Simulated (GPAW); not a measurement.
The system is CdSe.

```
Cd Se
1.0
     0.00000    3.07027    3.07027
     3.07027    0.00000    3.07027
     3.07027    3.07027    0.00000
Cd Se
1 1
Direct
  0.00000 0.00000 0.00000
  0.25000 0.25000 0.25000
```

Measurements of this composition are mostly on another form, of space group No. 186.

Base run:

| Property | Result |
| --- | --- |
| Program | GPAW 26.7.0 |
| Functional | TB-mBJ |
| Potentials or basis | GPAW PAW data sets for LDA (gpaw-data 1.2.1) |
| Cutoff | 600 eV |
| Basis | pw |
| k mesh | 6 × 6 × 6 |
| Occupations | fermi-dirac, width 0.05 eV |
| Spin | no spin polarisation |

Its results: band gap on the k mesh 1.87 eV, direct.

Q: The run is repeated on the same cell with these changes: functional from TB-mBJ to PBE; potentials or basis from GPAW PAW data sets for LDA (gpaw-data 1.2.1) to PAW data sets generated in the run's folder for this functional. What comes out?

A: Band gap on the k mesh 0.54 eV, direct.

Caveats: a model potential gives levels but no total energy (some runs).

Not every run made on this cell is shown here.
